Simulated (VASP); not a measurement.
A run of VASP 6.6.1:

INCAR

```
  ALGO = Normal
  EDIFF = 1E-7
  EDIFFG = -0.005
  ENCUT = 600
  GGA = PS
  IBRION = 2
  ISIF = 3
  ISMEAR = 0
  KPAR = 2
  LASPH = T
  LCHARG = F
  LREAL = F
  LWAVE = F
  NELM = 80
  NSW = 90
  PREC = Accurate
  SIGMA = 0.03
```

Contents of KPOINTS:

```
k-points
0
Gamma
  9 9 2
```

File POSCAR:

```
Ge2Sb2Te5                               
1.0
    4.2241885149     -0.0000000000     -0.0000000000
   -2.1120942574      3.6582545643      0.0000000000
    0.0000000000     -0.0000000000     16.8796771118
  Ge              Sb              Te            
     2     2     5
Direct
     0.3333333300000021    0.6666666699999979    0.8997645681036851
     0.6666666699999979    0.3333333300000021    0.1002354318963146
     0.0000000000000000    0.0000000000000000    0.6830404908404974
     0.0000000000000000    0.0000000000000000    0.3169595091595025
     0.0000000000000000    0.0000000000000000    0.0000000000000000
     0.6666666699999979    0.3333333300000021    0.8014081030185383
     0.3333333300000021    0.6666666699999979    0.1985918969814615
     0.3333333300000021    0.6666666699999979    0.5807753715966808
     0.6666666699999979    0.3333333300000021    0.4192246284033193
```

Potentials or basis: VASP PAW PBE potentials, release 64 (Ge_d, Sb, Te).

Launch:

```sh
$ cat potpaw_PBE.64/Ge_d/POTCAR potpaw_PBE.64/Sb/POTCAR potpaw_PBE.64/Te/POTCAR > POTCAR
$ mpirun -np 2 vasp_std > vasp.out
```

Hardware: 2 MPI ranks on Intel(R) Xeon(R) Platinum 8488C (Sapphire Rapids), on a shared host.

Problem. How long does it take, and how much memory?

Solution. It took 6.4 min on 2 MPI ranks on Intel(R) Xeon(R) Platinum 8488C (Sapphire Rapids), with other jobs on the host, peak memory 0.65 GiB a rank. Counts: scf iterations 37, k points 24, ion steps 3.
